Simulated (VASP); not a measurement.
# CuO (P-6m2) in VASP: a series of runs, part 2 of 2

VASP 6.6.1. Earlier steps stand in the parts before.

### Step 3. Relaxation of cell and atoms, PBE

The input, INCAR:

```
PREC = Accurate ; ENCUT = 980
EDIFF = 1E-6 ; ISMEAR = -1
SIGMA = 0.05 ; LREAL = False
LASPH = True ; NELM = 60
ALGO = Fast ; ISIF = 3
LWAVE = False ; LCHARG = False
GGA = PE ; IBRION = 2
NSW = 60 ; EDIFFG = -0.02
```

The input, KPOINTS:

```
regular mesh
0
Gamma
  11 11 10
```

The input, POSCAR:

```
CuO
1.0
    2.8363251100      0.0000000000      0.0000000000
   -1.4181625500      2.4563296000      0.0000000000
    0.0000000000      0.0000000000      2.7681127800
Cu O
1 1
Direct
    0.0000000000      0.0000000000      0.0000000000
    0.6666666667      0.3333333333      0.5000000000
```

Potentials or basis: VASP PAW PBE potentials, release 64 (Cu, O_h).

On the command line:

```console
cat potpaw_PBE.64/Cu/POTCAR potpaw_PBE.64/O_h/POTCAR > POTCAR
mpirun -np 1 vasp_std > vasp.out
```

OUTCAR:

```text
PREC = Accurate
   ENCUT = 980
   EDIFF = 1E-6
   ISMEAR = -1
   LREAL = False
   LASPH = True
   NELM = 60
   ISIF = 3
   GGA = PE
   IBRION = 2
   NSW = 60
   EDIFFG = -0.02

 ion  position               nearest neighbor table
   1  0.000  0.000  0.000-   2 2.14   2 2.14   2 2.14   2 2.14   2 2.14   2 2.14
   2  0.667  0.333  0.500-   1 2.14   1 2.14   1 2.14   1 2.14   1 2.14   1 2.14

  LATTYP: Found a hexagonal cell.
 ALAT       =     2.8363251100
 C/A-ratio  =     0.9759504544

  Lattice vectors:

 A1 = (   2.8363251100,   0.0000000000,   0.0000000000)
 A2 = (  -1.4181625500,   2.4563296000,   0.0000000000)
 A3 = (   0.0000000000,   0.0000000000,   2.7681127800)

Analysis of symmetry for initial positions (statically):
=====================================================================
 Subroutine PRICEL returns:
 Original cell was already a primitive cell.

 Routine SETGRP: Setting up the symmetry group for a
 hexagonal supercell.

 Subroutine GETGRP returns: Found 12 space group operations
 (whereof 12 operations were pure point group operations)
 out of a pool of 24 trial point group operations.

The static configuration has the point symmetry D_3h.

Analysis of symmetry for dynamics (positions and initial velocities):
=====================================================================
 Subroutine PRICEL returns:
 Original cell was already a primitive cell.

 Routine SETGRP: Setting up the symmetry group for a
 hexagonal supercell.

 Subroutine GETGRP returns: Found 12 space group operations
 (whereof 12 operations were pure point group operations)
 out of a pool of 24 trial point group operations.

The dynamic configuration has the point symmetry D_3h.

 Subroutine INISYM returns: Found 12 space group operations
 (whereof 12 operations are pure point group operations),
 and found     1 'primitive' translations

----------------------------------------------------------------------------------------

[... 137 lines left out ...]
  ---------------------------------------------------
  ext. energy  EPLUGINS =         0.00000000
  ---------------------------------------------------
  free energy    TOTEN  =        -9.15664477 eV

  energy without entropy =       -9.13293135  energy(sigma->0) =       -9.14478806

------------------------ aborting loop because EDIFF is reached ----------------------------------------

  FORCE on cell =-STRESS in cart. coord.  units (eV):
  Direction    XX          YY          ZZ          XY          YZ          ZX
  --------------------------------------------------------------------------------------
  -------------------------------------------------------------------------------------
  Total        0.4110162      0.4110162     -0.8293416      0.0000000      0.0000000     -0.0000000
  in kB       34.1462593     34.1462594    -68.8997432      0.0000001      0.0000000     -0.0000000
  external PRESSURE =      -0.2024082 kB  Pullay stress =       0.0000000 kB
[... 131 lines left out ...]
--------------------------------------- Ionic step        5  -------------------------------------------

 number of electron      16.9999996 magnetization

 Free energy of the ion-electron system (eV)
  ---------------------------------------------------
  ext. energy  EPLUGINS =         0.00000000
  ---------------------------------------------------
  free energy    TOTEN  =        -9.17595172 eV

  energy without entropy =       -9.15223028  energy(sigma->0) =       -9.16409100

 E-fermi :   6.0865     XC(G=0): -12.2966

 val. band max:        6.0854659738   @ k =   0.0909   0.0909   0.5000
 cond. band min:       6.0932992926   @ k =   0.2727   0.1818   0.3000
 fundamental gap:      0.0078333188
 Fermi energy:         6.0865497360

 k-point     1 :       0.0000    0.0000    0.0000
  band No.  band energies     occupation
      1     -13.1326      2.00000
      2       2.3626      2.00000
      3       2.3626      2.00000
      4       2.9295      2.00000
      5       3.8420      2.00000
      6       4.3864      2.00000
      7       4.3864      2.00000
      8       5.9693      1.82509
      9       5.9693      1.82509
     10       7.1694      0.00000
     11      21.6538      0.00000
     12      21.9561      0.00000
[... 331 lines left out ...]
 k-point    24 :       0.1818    0.0909    0.1000
  band No.  band energies     occupation
      1     -12.5722      2.00000
      2       0.8581      2.00000
      3       2.3708      2.00000
      4       2.5605      2.00000
      5       3.3801      2.00000
      6       4.2596      2.00000
      7       4.9229      2.00000
      8       5.3562      2.00000
      9       5.6566      1.99963
     10      10.1981      0.00000
     11      17.9243      0.00000
     12      21.4930      0.00000

 [... further k-points ...]

------------------------ aborting loop because EDIFF is reached ----------------------------------------

  FORCE on cell =-STRESS in cart. coord.  units (eV):
  Direction    XX          YY          ZZ          XY          YZ          ZX
  --------------------------------------------------------------------------------------
  -------------------------------------------------------------------------------------
  Total       -0.0188746     -0.0188746     -0.0311050     -0.0000000     -0.0000000      0.0000000
  in kB       -1.5571715     -1.5571715     -2.5661870     -0.0000000     -0.0000000      0.0000000
  external PRESSURE =      -1.8935100 kB  Pullay stress =       0.0000000 kB
[... 17 lines left out ...]
  FREE ENERGIE OF THE ION-ELECTRON SYSTEM (eV)
  ---------------------------------------------------
  free  energy   TOTEN  =        -9.1759517191 eV

  energy  without entropy=       -9.1522302773  energy(sigma->0) =       -9.16409100

 reached required accuracy - stopping structural energy minimisation
```

CONTCAR:

```text
CuO
   1.00000000000000
     2.8870017320472465    0.0000000001038845   -0.0000000000000000
    -1.4435008608443214    2.5002168420915671    0.0000000000000000
     0.0000000000000000   -0.0000000000000000    2.6904661728584736
  Cu              O
     1     1
Direct
     0.0000000000000000    0.0000000000000000    0.0000000000000000
     0.6666666667000030    0.3333333332999970    0.5000000000000000

  0.00000000E+00  0.00000000E+00  0.00000000E+00
  0.00000000E+00  0.00000000E+00  0.00000000E+00
```

Run time: 82 s. Hardware: 1 thread of Intel Xeon 6975P-C (Granite Rapids), shared host; peak memory 0.22 GiB.

Results:

| Quantity | Value |
| --- | --- |
| Free energy | -9.1760 eV |
| Relaxed volume | 9.71 Å³/atom |
| Relaxed cell | a = 2.887 Å, b = 2.887 Å, c = 2.690 Å, α = 90.00°, β = 90.00°, γ = 120.00° |
| Space group after relaxing (to 0.05 Å) | P-6m2 (No. 187) |
| Energy gained by relaxing | 9.7 meV/atom |
| Ionic steps | 5 |
| Pressure after relaxing | -0.2 GPa |
| Band gap on the k mesh | none (metal or under the smearing width) |

Stress tensor (GPa, compression positive):
```
-0.16  0.00  0.00
 0.00 -0.16  0.00
 0.00  0.00 -0.26
```

Step by step:
```
step  energy change (eV)  largest force (eV/Å)  pressure (GPa)  volume (Å³)
   1              0.0000                0.0000           -0.02        19.29
   2             -0.0166                0.0000            1.04        19.28
   3             -0.0187                0.0000            1.38        19.27
   4             -0.0190                0.0000           -0.82        19.52
   5             -0.0193                0.0000           -0.19        19.42
```

Final structure:
```cif
data_structure
_symmetry_space_group_name_H-M 'P 1'
_symmetry_Int_Tables_number 1
_cell_length_a 2.8870
_cell_length_b 2.8870
_cell_length_c 2.6905
_cell_angle_alpha 90.000
_cell_angle_beta 90.000
_cell_angle_gamma 120.000
_cell_volume 19.42
loop_
_atom_site_label
_atom_site_type_symbol
_atom_site_fract_x
_atom_site_fract_y
_atom_site_fract_z
_atom_site_occupancy
Cu1 Cu 0.00000 0.00000 0.00000 1
O1 O 0.66667 0.33333 0.50000 1
```

Caveat: an odd number of electrons without spin polarisation forces a metal; a magnetic or distorted state may lie lower; the run has no spin polarisation, though such a crystal can be magnetic; semilocal functionals often make such compounds metallic where correlation or magnetic order opens a gap, which also shifts bond lengths. With open d or f shells a metallic result of PBE can be an artefact of self-interaction; +U or a hybrid may open a gap.
